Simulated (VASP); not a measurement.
# ZnSe (F-43m) in VASP: further runs

The runs below take ZnSe through band structure, Born charges and dielectric tensor, with LDA.

All numbers are computed with VASP 6.6.1; they aren't measurements. Logs are shortened: lines on timing, memory, paths and dates and some standing lists are left out, and cuts for length are marked.

**The experiment to reproduce.**

From “Alloy Disordering Effects on the Thermal Conductivity and Energy Gap Temperature Dependence of Cd1−xZnxSe Ternary Crystals Grown by the Bridgman Method”, 2023, pmc:10253836, for a bulk crystal of ZnSe at 300 K: band gap 2.695 ± 0.003 eV (an exciton energy, a little under the gap).

From a printed reference work, textbook, for a bulk crystal of ZnSe: high-frequency dielectric constant 5.9.

The runs below are set against these values where they give the same quantity.

**1. Starting point**

Symmetry: F-43m, No. 216, cubic system. Conventional cell: a = 5.572 Å, b = 5.572 Å, c = 5.572 Å, α = 90.00°, β = 90.00°, γ = 90.00°. Zn (site symmetry -43m) is surrounded by 4 Se at 2.41 Å. Se (site symmetry -43m) has 4 Zn at 2.41 Å as nearest neighbours.

**2. Band structure, LDA**

The input, INCAR:

```
  ALGO = Fast
  EDIFF = 1E-7
  ENCUT = 350
  GGA = CA
  ISIF = 2
  ISMEAR = 0
  LASPH = True
  LCHARG = False
  LREAL = False
  LWAVE = False
  NELM = 60
  PREC = Accurate
  SIGMA = 0.02
```

The input, KPOINTS:

```
k-points
0
Gamma
  6 6 6
```

The input, POSCAR:

```
ZnSe                                    
1.0
   -0.0000000000      2.7858927627      2.7858927627
    2.7858927627      0.0000000000      2.7858927627
    2.7858927627      2.7858927627      0.0000000000
  Zn              Se            
     1     1
Direct
     0.0000000000000000    0.0000000000000000    0.0000000000000000
     0.2500000000000000    0.2500000000000000    0.2500000000000000
```

The input, KPOINTS_OPT:

```
path GXWKGLUWLK,UX
20
line-mode
reciprocal
 0.0000000000  0.0000000000  0.0000000000  G
 0.5000000000  0.0000000000  0.5000000000  X

 0.5000000000  0.0000000000  0.5000000000  X
 0.5000000000  0.2500000000  0.7500000000  W

 0.5000000000  0.2500000000  0.7500000000  W
 0.3750000000  0.3750000000  0.7500000000  K

 0.3750000000  0.3750000000  0.7500000000  K
 0.0000000000  0.0000000000  0.0000000000  G

 0.0000000000  0.0000000000  0.0000000000  G
 0.5000000000  0.5000000000  0.5000000000  L

 0.5000000000  0.5000000000  0.5000000000  L
 0.6250000000  0.2500000000  0.6250000000  U

 0.6250000000  0.2500000000  0.6250000000  U
 0.5000000000  0.2500000000  0.7500000000  W

 0.5000000000  0.2500000000  0.7500000000  W
 0.5000000000  0.5000000000  0.5000000000  L

 0.5000000000  0.5000000000  0.5000000000  L
 0.3750000000  0.3750000000  0.7500000000  K

 0.6250000000  0.2500000000  0.6250000000  U
 0.5000000000  0.0000000000  0.5000000000  X
```

Potentials or basis: VASP PAW LDA potentials, release 64 (Zn, Se).

Run with:

```sh
$ cat potpaw_LDA.64/Zn/POTCAR potpaw_LDA.64/Se/POTCAR > POTCAR
$ mpirun -np 1 vasp_std > vasp.out
```

OUTCAR:

```text
EDIFF = 1E-7
   ENCUT = 350
   GGA = CA
   ISIF = 2
   ISMEAR = 0
   LASPH = True
   LREAL = False
   NELM = 60
   PREC = Accurate

 ion  position               nearest neighbor table
   1  0.000  0.000  0.000-   2 2.41   2 2.41   2 2.41   2 2.41
   2  0.250  0.250  0.250-   1 2.41   1 2.41   1 2.41   1 2.41

  LATTYP: Found a face centered cubic cell.
 ALAT       =     5.5717855254

  Lattice vectors:

 A1 = (   0.0000000000,   2.7858927627,   2.7858927627)
 A2 = (   2.7858927627,   0.0000000000,   2.7858927627)
 A3 = (   2.7858927627,   2.7858927627,   0.0000000000)

Analysis of symmetry for initial positions (statically):
=====================================================================
 Subroutine PRICEL returns:
 Original cell was already a primitive cell.

 Routine SETGRP: Setting up the symmetry group for a
 face centered cubic supercell.

 Subroutine GETGRP returns: Found 24 space group operations
 (whereof 24 operations were pure point group operations)
 out of a pool of 48 trial point group operations.

The static configuration has the point symmetry T_d .

Analysis of symmetry for dynamics (positions and initial velocities):
=====================================================================
 Subroutine PRICEL returns:
 Original cell was already a primitive cell.

 Routine SETGRP: Setting up the symmetry group for a
 face centered cubic supercell.

 Subroutine GETGRP returns: Found 24 space group operations
 (whereof 24 operations were pure point group operations)
 out of a pool of 48 trial point group operations.

The dynamic configuration has the point symmetry T_d .

 Subroutine INISYM returns: Found 24 space group operations
 (whereof 24 operations are pure point group operations),
 and found     1 'primitive' translations

----------------------------------------------------------------------------------------

                                     Primitive cell

  volume of cell :      43.2437

  direct lattice vectors                    reciprocal lattice vectors
     0.000000000  2.785892763  2.785892763    -0.179475681  0.179475681  0.179475681
     2.785892763  0.000000000  2.785892763     0.179475681 -0.179475681  0.179475681
     2.785892763  2.785892763  0.000000000     0.179475681  0.179475681 -0.179475681

  length of vectors
     3.939847328  3.939847328  3.939847328     0.310860998  0.310860998  0.310860998

  position of ions in fractional coordinates (direct lattice)
     0.000000000  0.000000000  0.000000000
     0.250000000  0.250000000  0.250000000
[... 79 lines left out ...]
   NELECT =      18.0000    total number of electrons
   NUPDOWN=      -1.0000    fix difference up-down
   EMIN   =  10.00;   EMAX   =-10.00  energy-range for DOS
   EFERMI =   0.00;   METHOD = LEGACY
   ISMEAR =     0;   SIGMA  =   0.02  broadening in eV -4-tet -1-fermi 0-gaus
   EFERMI_NEDOS =   21; number of points for ismear=-14 and -15
   IALGO  =     68    algorithm
   IMIX   =      4    mixing-type and parameters
     AMIX     =   0.40;   BMIX     =  1.00
     AMIX_MAG =   1.60;   BMIX_MAG =  1.00
  volume/ion in A,a.u.               =      21.62       145.91
  Fermi-wavevector in a.u.,A,eV,Ry     =   1.222338  2.309884 20.328599  1.494110
  Thomas-Fermi vector in A             =   2.357488
   LORBIT       =      0    0 simple, 1 ext, 2 COOP (PROOUT), +10 PAW based schemes
   GGA     = CA    functional components
   LHFCALC =     F    Hartree Fock is set to
   AEXX    =    0.0000 exact exchange contribution
   IVDW    =     0    specifies the selected vdW correction
   LEPSILON=     F    determine dielectric tensor
   LRPA    =     F    only Hartree local field effects (RPA)
 non-spin polarized calculation
 RMM-DIIS sequential band-by-band and
 Gauss-broadening in eV      SIGMA  =   0.02
  energy-cutoff  :      350.00
  volume of cell :       43.24
 maximum number of plane-waves:       654
   NGX = 13   NGY = 13   NGZ = 13

 number of electron      18.0000057 magnetization

 Free energy of the ion-electron system (eV)
  ---------------------------------------------------
  ext. energy  EPLUGINS =         0.00000000
  ---------------------------------------------------
  free energy    TOTEN  =        -7.36478622 eV

  energy without entropy =       -7.36478622  energy(sigma->0) =       -7.36478622

 E-fermi :   2.0860     XC(G=0):  -9.9271

 val. band max:        1.9768916053   @ k =   0.0000   0.0000   0.0000
 cond. band min:       3.2511361254   @ k =   0.0000   0.0000   0.0000
 fundamental gap:      1.2742445200
 Fermi energy:         2.0860156681

 k-point     1 :       0.0000    0.0000    0.0000
  band No.  band energies     occupation
      1     -11.6563      2.00000
      2      -4.8900      2.00000
      3      -4.8900      2.00000
      4      -4.8900      2.00000
      5      -4.4827      2.00000
      6      -4.4827      2.00000
      7       1.9769      2.00000
      8       1.9769      2.00000
      9       1.9769      2.00000
     10       3.2511      0.00000
     11       7.6542      0.00000
     12       7.6542      0.00000
     13       7.6542      0.00000
[... 226 lines left out ...]
  band No.  band energies     occupation
      1     -10.4634      2.00000
      2      -4.8000      2.00000
      3      -4.6514      2.00000
      4      -4.5742      2.00000
      5      -4.4677      2.00000
      6      -4.1718      2.00000
      7      -3.0438      2.00000
      8      -0.8998      2.00000
      9      -0.8495      2.00000
     10       6.2515      0.00000
     11       6.7778      0.00000
     12      10.2616      0.00000
     13      10.5689      0.00000

------------------------ aborting loop because EDIFF is reached ----------------------------------------

  FORCE on cell =-STRESS in cart. coord.  units (eV):
  Direction    XX          YY          ZZ          XY          YZ          ZX
  --------------------------------------------------------------------------------------
  -------------------------------------------------------------------------------------
  Total        0.0004625      0.0004625      0.0004625      0.0000000     -0.0000000     -0.0000000
  in kB        0.0171350      0.0171350      0.0171350      0.0000000     -0.0000000     -0.0000000
  external PRESSURE =       0.0171350 kB  Pullay stress =       0.0000000 kB

 VOLUME and BASIS-vectors are now :
 -----------------------------------------------------------------------------
  energy-cutoff  :      350.00
  volume of cell :       43.24
      direct lattice vectors                 reciprocal lattice vectors
     0.000000000  2.785892763  2.785892763    -0.179475681  0.179475681  0.179475681
     2.785892763  0.000000000  2.785892763     0.179475681 -0.179475681  0.179475681
     2.785892763  2.785892763  0.000000000     0.179475681  0.179475681 -0.179475681

 POSITION                                       TOTAL-FORCE (eV/Angst)
 -----------------------------------------------------------------------------------
      0.00000      0.00000      0.00000         0.000000      0.000000      0.000000
      1.39295      1.39295      1.39295        -0.000000     -0.000000     -0.000000
 -----------------------------------------------------------------------------------
    total drift:                               -0.000003     -0.000003     -0.000004

  FREE ENERGIE OF THE ION-ELECTRON SYSTEM (eV)
  ---------------------------------------------------
  free  energy   TOTEN  =        -7.3647862236 eV

  energy  without entropy=       -7.3647862236  energy(sigma->0) =       -7.36478622
```

Wall time 18 s (1 thread of Intel Xeon Platinum 8259CL at 2.50GHz (Skylake/Cascade Lake), shared host); peak memory 0.14 GiB.

Results:

```yaml
Free_energy: -7.3648 eV
Pressure: 0.0 GPa
Band_gap_on_the_k_mesh: 1.27 eV, direct
Band_gap_along_the_path: 1.27 eV, direct
```

Levels at the corners of the path, in eV from the valence-band top:
```tsv
point	band 6	band 7	band 8	band 9	band 10	band 11	band 12	band 13
Γ	-6.46	0.00	0.00	0.00	1.27	5.68	5.68	5.68
X	-6.26	-5.06	-2.40	-2.40	2.69	3.31	10.91	11.44
X	-6.26	-5.06	-2.40	-2.40	2.69	3.31	10.91	11.44
W	-6.11	-5.00	-3.02	-2.95	5.34	5.69	6.92	7.54
W	-6.11	-5.00	-3.02	-2.95	5.34	5.69	6.92	7.54
K	-6.16	-5.04	-3.39	-1.97	3.38	5.59	9.05	9.34
K	-6.16	-5.04	-3.39	-1.97	3.38	5.59	9.05	9.34
Γ	-6.46	0.00	0.00	0.00	1.27	5.68	5.68	5.68
Γ	-6.46	0.00	0.00	0.00	1.27	5.68	5.68	5.68
L	-6.28	-5.63	-0.95	-0.95	2.46	6.27	6.27	8.48
L	-6.28	-5.63	-0.95	-0.95	2.46	6.27	6.27	8.48
U	-6.16	-5.04	-3.39	-1.97	3.38	5.59	9.05	9.34
U	-6.16	-5.04	-3.39	-1.97	3.38	5.59	9.05	9.34
W	-6.11	-5.00	-3.02	-2.95	5.34	5.69	6.92	7.54
W	-6.11	-5.00	-3.02	-2.95	5.34	5.69	6.92	7.54
L	-6.28	-5.63	-0.95	-0.95	2.46	6.27	6.27	8.48
L	-6.28	-5.63	-0.95	-0.95	2.46	6.27	6.27	8.48
K	-6.16	-5.04	-3.39	-1.97	3.38	5.59	9.05	9.34
U	-6.16	-5.04	-3.39	-1.97	3.38	5.59	9.05	9.34
X	-6.26	-5.06	-2.40	-2.40	2.69	3.31	10.90	11.44
```

[end of part 1 of 2]
